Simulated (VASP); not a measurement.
Sn:

```
Sn
1.0
    -2.94014    2.94014    1.59930
     2.94014   -2.94014    1.59930
     2.94014    2.94014   -1.59930
Sn
2
Direct
  0.00000 0.00000 0.00000
  0.75000 0.25000 0.50000
```

* Program: VASP 6.6.1
* Task: relaxation of cell and atoms
* Functional: PBEsol
* Potentials or basis: VASP PAW PBE potentials, release 64 (Sn_d)
* Cutoff: 600 eV
* k mesh: 8 × 8 × 8
* Occupations: fermi-dirac, width 0.05 eV
* Spin: no spin polarisation

At the start: pressure -1.4 GPa; volume 27.65 Å³/atom.

Q: How do energy, volume and symmetry change on relaxing?

A: Over 12 steps the energy falls by 5.8 meV/atom and the volume is 26.93 Å³/atom (-2.6 %); space group I4_1/amd (No. 141, to 0.05 Å).

Step by step:
| step | energy change (eV) | largest force (eV/Å) | pressure (GPa) | volume (Å³) |
| --- | --- | --- | --- | --- |
| 1 | 0.0000 | 0.0000 | -1.36 | 55.30 |
| 2 | -0.0097 | 0.0000 | 0.36 | 53.43 |
| 3 | -0.0098 | 0.0000 | 0.28 | 53.56 |
| 4 | -0.0098 | 0.0000 | 0.15 | 53.62 |
| 5 | -0.0112 | 0.0000 | 0.12 | 53.71 |
| 6 | -0.0115 | 0.0000 | 0.10 | 53.77 |
| 7 | -0.0115 | 0.0000 | 0.11 | 53.77 |
| 8 | -0.0115 | 0.0000 | 0.09 | 53.77 |
| 9 | -0.0115 | 0.0000 | -0.08 | 53.91 |
| 10 | -0.0115 | 0.0000 | 0.09 | 53.85 |
| 11 | -0.0115 | 0.0000 | -0.07 | 53.88 |
| 12 | -0.0115 | 0.0000 | -0.01 | 53.87 |

Final structure:
```yaml
crystal:
  lattice:
    - [-2.89034, 2.89034, 1.61195]
    - [2.89034, -2.89034, 1.61195]
    - [2.89034, 2.89034, -1.61195]
  atoms:
    - { symbol: Sn, position: [0.00000, 0.00000, 0.00000] }
    - { symbol: Sn, position: [0.75000, 0.25000, 0.50000] }
```

Caveat: the PAW data sets were made with another functional, which shifts forces and pressure a little.
